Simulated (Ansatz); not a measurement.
**Nb: response to strain**

Nb is deformed so: zz strain of +2 %. What stress and forces result, by LAPW, PAW and all-electron datasets made for the crystal?

Method: DFT PBE, scalar-relativistic, in Ansatz 0.2.0.

## 1. The system as given

It takes space group Fm-3m (No. 225, cubic). Conventional cell: a = 4.230 Å, b = 4.230 Å, c = 4.230 Å, α = 90.00°, β = 90.00°, γ = 90.00°. Around Nb (site symmetry m-3m) lie 12 Nb at 2.99 Å.

Coordinates:

```cif
data_structure
_symmetry_space_group_name_H-M 'Fm-3m'
_symmetry_Int_Tables_number 225
_cell_length_a 4.2300
_cell_length_b 4.2300
_cell_length_c 4.2300
_cell_angle_alpha 90.000
_cell_angle_beta 90.000
_cell_angle_gamma 90.000
_cell_volume 75.69
loop_
_atom_site_label
_atom_site_type_symbol
_atom_site_symmetry_multiplicity
_atom_site_Wyckoff_symbol
_atom_site_fract_x
_atom_site_fract_y
_atom_site_fract_z
_atom_site_occupancy
Nb1 Nb 4 a 0.00000 0.00000 0.00000 1
```

The file gives the conventional cell by its symmetry; the runs use the cell typed in the input.

## 2. After the deformation

Space group Fm-3m before, I4/mmm after.

## 3. All-electron LAPW

Contents of input.yaml:

```yaml
crystal:
  lattice:
    - [0.0, 2.115, 2.1573]
    - [2.115, 0.0, 2.1573]
    - [2.115, 2.115, 0.0]
  atoms:
    - { symbol: Nb, position: [0.0, 0.0, 0.0] }
kpoints:
  mp_grid: { grid: [13, 13, 13] }
  band_path:
    path:
      - [0.0, 0.0, 0.0]
      - [0.0, 0.5, 0.5]
      - [0.25, 0.75, 0.5]
      - [0.0, 0.5, 0.0]
      - [0.0, 0.0, 0.0]
      - [0.5, 0.5, 0.0]
      - [0.3701460977, 0.6298539023, 0.0]
      - [-0.3701460977, 0.3701460977, 0.0]
      - [0.0, 0.0, 0.0]
    npoints: 5
scf:
  occupations: { method: fermi_dirac, width: 0.08 }
hamiltonian:
  xc: pbe
  pseudopotentials: { kind: all_electron, lapw: { basis_error: 0.00025 } }
output:
  forces: true
  stress: true
  eigenvalues: true
```

Launch:

```sh
$ ansatz run input.yaml --threads 1 --pin off --max-ram 3072MiB --backend cpu --events-out ev --progress --plain --runs-dir out
```

## 4. PAW on the default files

Contents of input.yaml:

```yaml
crystal:
  lattice:
    - [0.0, 2.115, 2.1573]
    - [2.115, 0.0, 2.1573]
    - [2.115, 2.115, 0.0]
  atoms:
    - { symbol: Nb, position: [0.0, 0.0, 0.0] }
kpoints:
  mp_grid: { grid: [13, 13, 13] }
scf:
  occupations: { method: fermi_dirac, width: 0.08 }
hamiltonian:
  xc: pbe
  pseudopotentials: { kind: paw }
output:
  forces: true
  stress: true
  eigenvalues: true
  efg: { contact_densities: true }
  write_density: true
  write_potential: true
  elf: true
  volumetric_format: npy
```

## 5. Datasets made for this crystal

input.yaml: that of step 4 with these lines changed.

```diff
@@ -13,3 +13,3 @@
   xc: pbe
-  pseudopotentials: { kind: paw }
+  pseudopotentials: { kind: all_electron, datasets: crystal }
 output:
@@ -19,5 +19 @@
   efg: { contact_densities: true }
-  write_density: true
-  write_potential: true
-  elf: true
-  volumetric_format: npy
```

(Steps that only read results are left out.)

**Question.** What will these runs give? Wanted: pressure; largest shear or deviatoric stress.

**Answer**, as computed:

| quantity | value |
| --- | --- |
| pressure | LAPW -4.26, PAW -4.25, crystal datasets -4.26 GPa |
| largest shear or deviatoric stress (LAPW) | 2.98 GPa |

What this shows: The largest part of the stress beyond the pressure is 2.98 GPa in size, in the zz component. No run of the undeformed cell stands beside it, so the pressure holds what the given cell had before the change. PAW: stress within 0.02 GPa of LAPW. Crystal datasets: stress within 0.01 GPa of LAPW.
